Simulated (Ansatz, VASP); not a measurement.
# Be in VASP and in Ansatz

File INCAR:

```
PREC     = Accurate       # precision mode
ENCUT    = 600            # plane-wave cutoff, eV
EDIFF    = 1E-7           # SCF threshold, eV
ISMEAR   = 0              # smearing method
SIGMA    = 0.02           # smearing width, eV
LREAL    = False          # projectors in reciprocal space
LASPH    = True           # aspherical terms in the spheres
NELM     = 100            # most SCF steps
ALGO     = Fast           # electronic algorithm
ISIF     = 3              # what is computed and relaxed
LWAVE    = False          # write WAVECAR
LCHARG   = False          # write CHGCAR
GGA      = PE             # functional
IBRION   = 2              # ionic algorithm
NSW      = 100            # ionic steps
EDIFFG   = -0.01          # ionic threshold
```

The input KPOINTS:

```
regular mesh
0
Gamma
  20 20 20
```

The input POSCAR:

```
Be
1.0
    0.0000000000      1.5793273746      1.5793273746
    1.5793273746      0.0000000000      1.5793273746
    1.5793273746      1.5793273746      0.0000000000
Be
1
Direct
    0.0000000000      0.0000000000      0.0000000000
```

Input for Ansatz:

```yaml
crystal:
  lattice:
    - [0.0, 1.5793273746, 1.5793273746]
    - [1.5793273746, 0.0, 1.5793273746]
    - [1.5793273746, 1.5793273746, 0.0]
  atoms:
    - { symbol: Be, position: [0.0, 0.0, 0.0] }
basis:
  ecutwfc: 420
kpoints:
  mp_grid: { grid: [20, 20, 20] }
hamiltonian:
  xc: pbe
scf:
  occupations: { method: gaussian, width: 0.02 }
output:
  forces: true
  stress: true
  eigenvalues: true
relax:
  adjacent_minimum: "off"
  f_tol: 0.01
  max_steps: 80
  cell: { stress_tol: 0.05 }
```

Change from the starting cell: the structure that the rattled cell fell into.

Alike in both runs: task relaxation of cell and atoms; functional PBE; k mesh 20 × 20 × 20; occupations gaussian, width 0.02 eV; no spin polarisation.

|  | VASP | Ansatz |
| --- | --- | --- |
| version | VASP 6.6.1 | Ansatz 0.2.0 |
| potentials or method | VASP PAW PBE potentials, release 64 (Be) | scalar-relativistic, plane waves, PAW |
| plane-wave cutoff (eV) | 600 | 420 |
| valence electrons in the cell | 2 | 2 |

Ansatz gave:

- gap on the k mesh at the Fermi level, each at its own relaxed structure (eV): none
- relaxed volume (Å³/atom): 7.86
- relaxed cell length with the largest relative difference (Å): 2.232

Question: Which values does VASP return?

Answer: gap on the k mesh at the Fermi level, each at its own relaxed structure (eV): none; relaxed volume (Å³/atom): 7.88; relaxed cell length with the largest relative difference (Å): 2.234.

A gap of «none» marks a metal or a gap that the smearing closes.

Caveats: the relaxation stopped at its first step, so nothing moved.
